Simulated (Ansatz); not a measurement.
Crystal: ZrS2.

```xyz
3
Lattice="3.6914 0.0000 0.0000 -1.8457 3.1968 0.0000 0.0000 0.0000 6.0411" Properties=species:S:1:pos:R:3 pbc="T T T"
Zr    0.0000    0.0000    0.0000
S     0.0000    2.1312    1.4372
S     1.8457    1.0656    4.6038
```

The cell is a database's computed one.

Base run:

```yaml
Program: Ansatz 0.2.0
Functional: PBEsol
Potentials_or_basis: all-electron PAW datasets made for the crystal
Cutoff: 240 eV
Density_cutoff: 960 eV
k_mesh: 8 × 8 × 5
Occupations: fermi-dirac, width 0.05 eV
Spin: no spin polarisation
```

Its results: band gap on the k mesh 0.98 eV, indirect (least direct gap 1.58 eV); pressure -2.5 GPa; largest force 0.150 eV/Å.

Q: The run is repeated on the same cell with these changes: potentials or basis from all-electron PAW datasets made for the crystal to all-electron LAPW, non-relativistic; cutoff from 240 eV to 201 eV; density cutoff from 960 eV to 806 eV. What comes out?

A: Band gap on the k mesh 0.91 eV, indirect (least direct gap 1.45 eV); pressure -2.2 GPa; largest force 0.110 eV/Å.

Caveats: this functional lacks dispersion, which binds the layers, so the pressure and a relaxed spacing across them are unreliable; relativity is left out, which matters for the heavier elements (some runs).

Not every run made on this cell is shown here.
